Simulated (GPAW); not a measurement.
# GaSb (F-43m) in GPAW: further runs

One crystal, GaSb, is run at these levels: PBE; tasks: single point.

Everything below comes from runs of GPAW 26.7.0. Logs are shortened: lines on timing, memory, paths and dates and some standing lists are left out, and cuts for length are marked. The log counts tension as positive stress, the text compression.

**The experiment to reproduce.**

From a printed reference work, data compilation, for a bulk crystal of GaSb at 4.2 K: band gap 0.811 eV (direct).

The results are compared with them further down.

### Step 1. The crystal as given

Symmetry: F-43m, No. 216, cubic system. Conventional cell: a = 6.118 Å, b = 6.118 Å, c = 6.118 Å, α = 90.00°, β = 90.00°, γ = 90.00°. Sb (site symmetry -43m) is surrounded by 4 Ga at 2.65 Å. Ga (site symmetry -43m) has 4 Sb at 2.65 Å as nearest neighbours.

### Step 2. Single point, PBE

run.py reads:

```python
from ase import Atoms
from ase.dft.bandgap import bandgap
from ase.io import write
from ase.units import GPa
from gpaw import GPAW, PW

atoms = Atoms(['Sb', 'Ga'],
              cell=[[0.0, 3.059, 3.059],
                    [3.059, 0.0, 3.059],
                    [3.059, 3.059, 0.0]],
              scaled_positions=[[0.75, 0.75, 0.75],
                                [0.0, 0.0, 0.0]],
              pbc=True)

calc = GPAW(mode=PW(600),
            xc='PBE',
            kpts={'size': (8, 8, 8), 'gamma': True},
            occupations={'name': 'methfessel-paxton', 'order': 0, 'width': 0.015},
            nbands=18,
            convergence={'density': 1e-05, 'energy': 1e-05},
            maxiter=150,
            txt='gpaw.txt')
atoms.calc = calc
energy = atoms.get_potential_energy()
forces = atoms.get_forces()
stress = atoms.get_stress()
calc.write('gs.gpw')
write('result.traj', atoms)
print(f'Energy: {energy:.6f} eV')
print('Forces (eV/A):')
print(forces.round(4))
print('Stress (GPa):', (stress / GPa).round(3))
print('Fermi level:', round(calc.get_fermi_level(), 4), 'eV')
print(f'Gap: {bandgap(calc)[0]:.4f} eV, direct: {bandgap(calc, direct=True)[0]:.4f} eV')
```

Potentials or basis: GPAW PAW data sets (gpaw-data 1.2.1), pw.

Run with:

```console
$ OMP_NUM_THREADS=1 python run.py
```

gpaw.txt:

```text
__  _  _
 | _ |_)|_||  |
 |__||  | ||/\| - 26.7.0

Input parameters:
  mode=PW(ecut=600.0),
  convergence={'density': 1e-05, 'energy': 1e-05},
  kpts=MonkhorstPack(size=(8, 8, 8), gamma=True),
  maxiter=150,
  nbands=18,
  occupations=Occupations(name='methfessel-paxton', order=0, width=0.015),
  xc=XC(name='PBE')

Diagonalizing LCAO Hamiltonian
Converting LCAO to pw mode

                     Sb

       Ga

Atoms  # Å, Bohr magnetons
|   | symbol |        x |        y |        z |    initial magnetic moments |
|---|--------|----------|----------|----------|-----------------------------|
| 0 |     Sb | 4.588500 | 4.588500 | 4.588500 | ( 0.0000,  0.0000,  0.0000) |
| 1 |     Ga | 0.000000 | 0.000000 | 0.000000 | ( 0.0000,  0.0000,  0.0000) |

Unit cell  # Å
| periodic |        x |        y |        z |  lengths |    angles |
|----------|----------|----------|----------|----------|-----------|
|      yes | 0.000000 | 3.059000 | 3.059000 | 4.326079 | 60.000000 |
|      yes | 3.059000 | 0.000000 | 3.059000 | 4.326079 | 60.000000 |
|      yes | 3.059000 | 3.059000 | 0.000000 | 4.326079 | 60.000000 |

Number of symmetries: 24
Symmetry operations  # r_c * U_cc + t_c -> r_c
|    | kind |            matrix            |
|----|------|------------------------------|
|  0 |  E   |  1, 0, 0,  0, 1, 0,  0, 0, 1 |
|  1 |  σ   |  1, 0, 0,  0, 0, 1,  0, 1, 0 |
|  2 |  σ   |  1, 0,-1,  0, 1,-1,  0, 0,-1 |
|  3 |  C3  |  1, 0,-1,  0, 0,-1,  0, 1,-1 |
|  4 |  C3  |  1,-1, 0,  0,-1, 1,  0,-1, 0 |
|  5 |  σ   |  1,-1, 0,  0,-1, 0,  0,-1, 1 |
|  6 |  σ   |  0, 1, 0,  1, 0, 0,  0, 0, 1 |
|  7 |  C3  |  0, 1, 0,  0, 0, 1,  1, 0, 0 |
|  8 |  C2  |  0, 1,-1,  1, 0,-1,  0, 0,-1 |
|  9 |  S4  |  0, 1,-1,  0, 0,-1,  1, 0,-1 |
| 10 |  C3  |  0, 0, 1,  1, 0, 0,  0, 1, 0 |
| 11 |  σ   |  0, 0, 1,  0, 1, 0,  1, 0, 0 |
| 12 |  S4  |  0, 0,-1,  1, 0,-1,  0, 1,-1 |
| 13 |  C3  |  0, 0,-1,  0, 1,-1,  1, 0,-1 |
| 14 |  S4  |  0,-1, 1,  1,-1, 0,  0,-1, 0 |
| 15 |  C2  |  0,-1, 1,  0,-1, 0,  1,-1, 0 |
| 16 |  C3  |  0,-1, 0,  1,-1, 0,  0,-1, 1 |
| 17 |  S4  |  0,-1, 0,  0,-1, 1,  1,-1, 0 |
| 18 |  S4  | -1, 1, 0, -1, 0, 1, -1, 0, 0 |
| 19 |  C3  | -1, 1, 0, -1, 0, 0, -1, 0, 1 |
| 20 |  C3  | -1, 0, 1, -1, 1, 0, -1, 0, 0 |
| 21 |  S4  | -1, 0, 1, -1, 0, 0, -1, 1, 0 |
| 22 |  σ   | -1, 0, 0, -1, 1, 0, -1, 0, 1 |
| 23 |  C2  | -1, 0, 0, -1, 0, 1, -1, 1, 0 |

BZ-sampling:
  Number of BZ points: 512
  Number of IBZ points: 29

  Monkhorst-Pack size: [8, 8, 8]
  Monkhorst-Pack shift: [0.0625, 0.0625, 0.0625]

K-points  # in reciprocal-cell coordinates
|     |                                coordinates |     weight |
|-----|--------------------------------------------|------------|
|   0 | (  0.00000000,   0.00000000,   0.00000000) | 0.00195312 |
|   1 | (  0.12500000,   0.12500000,   0.00000000) | 0.01171875 |
|   2 | (  0.12500000,   0.12500000,   0.12500000) | 0.01562500 |
|   3 | (  0.25000000,   0.12500000,   0.12500000) | 0.02343750 |
|   4 | (  0.25000000,   0.25000000,   0.00000000) | 0.01171875 |
|   5 | (  0.25000000,   0.25000000,   0.12500000) | 0.04687500 |
|   6 | (  0.25000000,   0.25000000,   0.25000000) | 0.01562500 |
|   7 | (  0.37500000,   0.25000000,  -0.37500000) | 0.04687500 |
|   8 | (  0.37500000,   0.25000000,   0.12500000) | 0.04687500 |
|   9 | (  0.37500000,   0.25000000,   0.25000000) | 0.04687500 |
| ... |                                            |            |
|  28 | (  0.50000000,   0.50000000,   0.50000000) | 0.00781250 |

Plane wave coefficients: 1926
Cutoff: 600.0 eV

Spin-components: 1 (collinear spins)
Bands:           18
Projectors:      11
Spin-degeneracy: 2
Datatype:        complex128

Parallelization:
  kpt:    1
  domain: 1
  band:   1

Density:
  Valence electrons: 18.0
  Components: 1
  Grid points: [25 25 25]
  Charge: 0.0  # |e|

Potential:
  Grid points: [25 25 25]

species:
  Sb:
    name:    Antimony
    Z:       51.0
    valence: 15
    core:    36
    charge:  0.0  # [|e|]
    compensation charges:
      type: gauss
      rc: 0.36  # [Å]
      lmax: 2
    cutoffs:
      filter: 2.23  # [Å]
      core: 2.23  # [Å]
    projectors
    | kind |    occ | energy [eV] | rcut [Å] |
    |------|--------|-------------|----------|
    |   5s |  2.000 |     -12.815 |    1.154 |
    |   5p |  3.000 |      -4.830 |    1.233 |
    |   4d | 10.000 |     -33.514 |    1.196 |
    |    s |        |      14.396 |    1.154 |
    |    p |        |      22.381 |    1.233 |
    |    d |        |      -6.303 |    1.196 |

    Using partial waves for Sb as LCAO basis

  Ga:
    name:    Gallium
    Z:       31.0
    valence: 3
    core:    28
    charge:  0.0  # [|e|]
    compensation charges:
      type: gauss
      rc: 0.37  # [Å]
      lmax: 2
    cutoffs:
      filter: 2.06  # [Å]
      core: 4.17  # [Å]
    projectors
    | kind |    occ | energy [eV] | rcut [Å] |
    |------|--------|-------------|----------|
    |   4s |  2.000 |      -8.945 |    1.164 |
    |   4p |  1.000 |      -2.580 |    1.164 |
    |    s |        |      18.266 |    1.164 |
    |    p |        |      24.631 |    1.164 |
    |    d |        |       0.000 |    1.164 |

    Using partial waves for Ga as LCAO basis

Reference energy: -229166.229777  # eV

eigensolver:
  PPCG
  Converge bands: occupied
  niter=2

density mixing:
  MSR1-Mixer
  Pratt-step length: 0.05
  Maximum mixing coefficient: 0.75
  Old densities: 10
  SVD Regularization: 0.005
  Good broyden scale: 1.0
  Trust region scale: 1.0
  Backstep threshold: 4.0
  History deletion threshold: 6.0
  Fourier metric: weight=20.0, sigma=0.015

occupation numbers:
  Methfessel-Paxton:
    width: 0.0150  # eV
    order: 0

poisson solver:
  ecut: 4800.0  # eV

xc functional:
  name: PBE with 2 nearest neighbor stencil

convergence criteria:
- Maximum integral of absolute [dens]ity change: 1e-05 electrons / valence electron
- Maximum [total energy] change in last 3 cyles: 1e-05 eV / valence electron
- Maximum integral of absolute [eigenst]ate change: 4e-08 eV^2 / valence electron
maximum number of iterations: 150

SCF iterations
|iter     | |      energy | eigst |  dens |
|---------|-|-------------|-------|-------|
|iter:   1| |   -7.657335 | +0.20 |       |
|iter:   2| |   -7.660600 | -2.00 | -1.29 |
|iter:   3| |   -7.643935 | -2.47 | -1.31 |
|iter:   4| |   -7.645871 | -3.15 | -1.85 |
|iter:   5| |   -7.646233 | -4.24 | -2.59 |
|iter:   6| |   -7.646361 | -4.89 | -2.97 |
|iter:   7| |   -7.646361c| -6.68 | -4.14 |
|iter:   8| |   -7.646362c| -7.48c| -4.58 |
|iter:   9| |   -7.646362c| -8.33c| -5.41c|

Converged in 9 steps
Energy contributions relative to reference atoms: (reference = -229166.229777)

Energy contributions:
  Kinetic:          12.381902
  Coulomb:         -10.878585
  Zero:              0.192723
  External:          0.000000
  Xc:               -9.342402
  Entropy:          -0.000000
  Spinorbit:         0.000000
  ----------------------------
  Free energy:      -7.646362
  Extrapolated:     -7.646362

dipole moment: (-11.037047, -11.037047, -11.037047)  # |e|*Ang

Fermi level: 4.926
Eigenvalues  # (at kpt = [0.000, 0.000, 0.000])
| band index |      eig [eV] | occ [0-2] |
|------------|---------------|-----------|
|          0 |       -23.868 |     2.000 |
|          1 |       -23.868 |     2.000 |
|          2 |       -23.868 |     2.000 |
|          3 |       -23.852 |     2.000 |
|          4 |       -23.852 |     2.000 |
|          5 |        -6.562 |     2.000 |
[... 10 lines left out ...]
|         16 |        14.424 |     0.000 |
|         17 |        14.424 |     0.000 |

Gap: 0.091 eV
Transition (v -> c):
  (s=0, k=0, n=8, [0.00, 0.00, 0.00]) -> (s=0, k=0, n=9, [0.00, 0.00, 0.00])
No difference between direct/indirect transitions

Forces  # eV/Ang
|        x |        y |        z |
|----------|----------|----------|
|  0.00000 |  0.00000 |  0.00000 |  # Sb   0
| -0.00000 | -0.00000 | -0.00000 |  # Ga   1

Stress tensor  # eV/Ang^3
|         x |         y |         z |
|-----------|-----------|-----------|
| -0.014416 | -0.000000 | -0.000000 |
| -0.000000 | -0.014416 |  0.000000 |
| -0.000000 |  0.000000 | -0.014416 |

# Writing to gs.gpw (mode='')
```

Run time: 12 s. Hardware: 1 thread of Arm Neoverse V2, shared host; peak memory 0.17 GiB.

What came out:

```yaml
Free_energy: -7.6464 eV
Pressure: 2.3 GPa
Band_gap_on_the_k_mesh: 0.09 eV, direct
```

Caveat: spin-orbit coupling is left out, which moves the levels of the heavy elements.

### Step 3. Single point, PBE

run.py reads:

```python
from ase.dft.bandgap import bandgap
from ase.io import read, write
from ase.units import GPa
from gpaw import GPAW, PW

atoms = read('POSCAR')

calc = GPAW(mode=PW(600),
            xc='PBE',
            kpts={'size': (8, 8, 8), 'gamma': True},
            occupations={'name': 'methfessel-paxton', 'order': 0, 'width': 0.016},
            nbands=18,
            convergence={'density': 1e-05, 'energy': 1e-05},
            maxiter=150,
            txt='gpaw.txt')
atoms.calc = calc
energy = atoms.get_potential_energy()
forces = atoms.get_forces()
stress = atoms.get_stress()
calc.write('gs.gpw')
write('result.traj', atoms)
print(f'Energy: {energy:.6f} eV')
print('Forces (eV/A):')
print(forces.round(4))
print('Stress (GPa):', (stress / GPa).round(3))
print('Fermi level:', round(calc.get_fermi_level(), 4), 'eV')
print(f'Gap: {bandgap(calc)[0]:.4f} eV, direct: {bandgap(calc, direct=True)[0]:.4f} eV')
```

POSCAR reads:

```
GaSb
1.0
    0.0000000000      3.0590000000      3.0590000000
    3.0590000000      0.0000000000      3.0590000000
    3.0590000000      3.0590000000      0.0000000000
Sb Ga
1 1
Direct
    0.7500000000      0.7500000000      0.7500000000
    0.0000000000      0.0000000000      0.0000000000
```

Potentials or basis: GPAW PAW data sets (gpaw-data 1.2.1), pw.

Run with:

```console
$ OMP_NUM_THREADS=1 python run.py
```

Wall time 12 s (1 thread of Arm Neoverse V2, shared host); peak memory 0.17 GiB.

The run converged. Its results:

- Free energy: -7.6464 eV
- Pressure: 2.3 GPa
- Band gap on the k mesh: 0.09 eV, direct

Levels at points of the mesh, in eV from the valence-band top:
```
           k point  band 5  band 6  band 7  band 8  band 9  band 10  band 11  band 12  band 13  band 14
(0.00, 0.00, 0.00)  -28.73  -11.44    0.00    0.00    0.00     0.09     2.82     2.82     2.82     5.85
(0.50, 0.50, 0.00)  -28.73   -9.06   -6.76   -2.56   -2.56     0.94     1.28     8.75     8.75    10.11
(0.50, 0.50, 0.50)  -28.73   -9.87   -6.33   -1.15   -1.15     0.44     3.79     3.79     6.51     9.40
```

Caveat: spin-orbit coupling is left out, which moves the levels of the heavy elements.

### Step 4. Single point, PBE

run.py: that of step 3 with these lines changed.

```diff
@@ -10,3 +10,3 @@
             kpts={'size': (8, 8, 8), 'gamma': True},
-            occupations={'name': 'methfessel-paxton', 'order': 0, 'width': 0.016},
+            occupations={'name': 'methfessel-paxton', 'order': 0, 'width': 0.017},
             nbands=18,
```

POSCAR is that of step 3.

Potentials or basis: GPAW PAW data sets (gpaw-data 1.2.1), pw.

Run with:

```console
$ OMP_NUM_THREADS=1 python run.py
```

gpaw.txt:

```text
__  _  _
 | _ |_)|_||  |
 |__||  | ||/\| - 26.7.0

Input parameters:
  mode=PW(ecut=600.0),
  convergence={'density': 1e-05, 'energy': 1e-05},
  kpts=MonkhorstPack(size=(8, 8, 8), gamma=True),
  maxiter=150,
  nbands=18,
  occupations=Occupations(name='methfessel-paxton', order=0, width=0.017),
  xc=XC(name='PBE')

Diagonalizing LCAO Hamiltonian
Converting LCAO to pw mode

                     Sb

       Ga

Atoms  # Å, Bohr magnetons
|   | symbol |        x |        y |        z |    initial magnetic moments |
|---|--------|----------|----------|----------|-----------------------------|
| 0 |     Sb | 4.588500 | 4.588500 | 4.588500 | ( 0.0000,  0.0000,  0.0000) |
| 1 |     Ga | 0.000000 | 0.000000 | 0.000000 | ( 0.0000,  0.0000,  0.0000) |

Unit cell  # Å
| periodic |        x |        y |        z |  lengths |    angles |
|----------|----------|----------|----------|----------|-----------|
|      yes | 0.000000 | 3.059000 | 3.059000 | 4.326079 | 60.000000 |
[... 176 lines left out ...]

Converged in 9 steps
Energy contributions relative to reference atoms: (reference = -229166.229777)

Energy contributions:
  Kinetic:          12.381916
  Coulomb:         -10.878598
  Zero:              0.192723
  External:          0.000000
  Xc:               -9.342403
  Entropy:          -0.000000
  Spinorbit:         0.000000
  ----------------------------
  Free energy:      -7.646362
  Extrapolated:     -7.646362

dipole moment: (-11.037047, -11.037047, -11.037047)  # |e|*Ang

Fermi level: 4.927
Eigenvalues  # (at kpt = [0.000, 0.000, 0.000])
| band index |      eig [eV] | occ [0-2] |
|------------|---------------|-----------|
|          0 |       -23.868 |     2.000 |
|          1 |       -23.868 |     2.000 |
|          2 |       -23.868 |     2.000 |
|          3 |       -23.852 |     2.000 |
|          4 |       -23.852 |     2.000 |
|          5 |        -6.562 |     2.000 |
[... 10 lines left out ...]
|         16 |        14.424 |     0.000 |
|         17 |        14.424 |     0.000 |

Gap: 0.091 eV
Transition (v -> c):
  (s=0, k=0, n=8, [0.00, 0.00, 0.00]) -> (s=0, k=0, n=9, [0.00, 0.00, 0.00])
No difference between direct/indirect transitions

Forces  # eV/Ang
|        x |        y |       z |
|----------|----------|---------|
|  0.00000 |  0.00000 | 0.00000 |  # Sb   0
| -0.00000 | -0.00000 | 0.00000 |  # Ga   1

Stress tensor  # eV/Ang^3
|         x |         y |         z |
|-----------|-----------|-----------|
| -0.014416 |  0.000000 |  0.000000 |
|  0.000000 | -0.014416 | -0.000000 |
|  0.000000 | -0.000000 | -0.014416 |

# Writing to gs.gpw (mode='')
```

Run time: 12 s. Hardware: 1 thread of Arm Neoverse V2, shared host; peak memory 0.17 GiB.

What came out:

```
Free energy            : -7.6464 eV
Pressure               : 2.3 GPa
Band gap on the k mesh : 0.09 eV, direct
```

Caveat: spin-orbit coupling is left out, which moves the levels of the heavy elements.

[end of part 1 of 2]
